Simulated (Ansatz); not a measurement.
## Zone-centre phonons of AlN at 12 GPa: input and output

Method: Ansatz, DFT PBE, scalar-relativistic, plane waves, PAW.

Launched with:
```bash
ansatz run input.yaml --threads 1 --pin off --max-ram 3072MiB --backend cpu --events-out ev --progress --plain --runs-dir out
```

Input (bare energies are in eV):
```yaml
crystal:
  lattice:
    - [0.0, 2.1609892195, 2.1609892195]
    - [2.1609892195, 0.0, 2.1609892195]
    - [2.1609892195, 2.1609892195, 0.0]
  atoms:
    - { symbol: Al, position: [0.0, 0.0, 0.0] }
    - { symbol: "N", position: [0.75, 0.75, 0.75] }
basis:
  ecutwfc: 420
kpoints:
  mp_grid: { grid: [10, 10, 10] }
hamiltonian:
  xc: pbe
scf:
  occupations: { method: fixed }
output:
  eigenvalues: true
phonons:
  method: dfpt
  dielectric: true
  rigid_motions: translations
  eigenvectors: true
```

Results section of the output:
```
--- Phonons (Γ-DFPT): 2 representative perturbations + reference, on 171 of 1000 k-points (Σ response iterations 6) ---
  k mesh reduced under 4 symmetry operations, with k and −k counted as one. Each operation leaves every solved perturbation unchanged. A smaller set is not considered because the run solves the response ...
  ASR residual: 2.196e-4 → 0.000e0 eV/Å²; symmetrization residual: 5.700e-7 eV/Å²
  ASR residual per site (eV/Å²): 1.43e-4 2.20e-4
  Γ frequencies (cm⁻¹): 0.00 0.00 0.00 687.29 687.29 687.29
  ε∞ (high-frequency dielectric tensor):
        4.523614     0.000000     0.000000
        0.000000     4.523614     0.000000
        0.000000     0.000000     4.523614
  ε⁰ (static dielectric tensor: ions relaxed, cell fixed):
        8.142183    -0.000000     0.000000
       -0.000000     8.142183     0.000000
        0.000000     0.000000     8.142183
  ε⁰ − ε∞ (ionic part):
        3.618569    -0.000000     0.000000
       -0.000000     3.618569     0.000000
        0.000000     0.000000     3.618569
  softest optical mode at Γ: 687.29 cm⁻¹; the repairs (sum rule, projections) moved no ω² at Γ by more than (2.08 cm⁻¹)²
  Born effective charges Z* (e; rows j = field, columns β = displacement):
    site 0:
         2.54254   -0.00000    0.00000
        -0.00000    2.54254    0.00000
        -0.00000    0.00000    2.54254
    site 1:
        -2.54254    0.00000   -0.00000
         0.00000   -2.54254   -0.00000
         0.00000   -0.00000   -2.54254
  Z* charge neutrality: 8.056e-4 e pre-enforcement
  solved inside a basis spanned on kpoints, on 10×10×10 k-points, its susceptibility summed on 14×14×14: ε∞ is read to err by 1.2e-2, Z* by 8.9e-3 e (field_mesh: kpoints solves on kpoints); Z* is corrected for ...
  optical modes at Γ without the LO–TO term, one row a degenerate level:
      ω (cm⁻¹) modes IR ((D/Å)²/amu)
        687.29      3            48.5256
  optical modes at Γ + LO–TO along q̂ = [1.0000, 0.0000, 0.0000]:
      ω (cm⁻¹) modes IR ((D/Å)²/amu)
        687.29      2            32.3504
        922.08      1            16.1752
  optical modes at Γ + LO–TO along q̂ = [0.0000, 1.0000, 0.0000]:
      ω (cm⁻¹) modes IR ((D/Å)²/amu)
        687.29      2            32.3504
        922.08      1            16.1752
  optical modes at Γ + LO–TO along q̂ = [0.0000, 0.0000, 1.0000]:
      ω (cm⁻¹) modes IR ((D/Å)²/amu)
        687.29      2            32.3504
        922.08      1            16.1752
```

It took 13 s on 1 thread of Intel(R) Xeon(R) 6975P-C (Granite Rapids), on a shared host, peak memory 0.48 GiB.

Other phases may be more stable at this pressure.

This zinc-blende form isn't the usual stable structure of the compound at low pressure.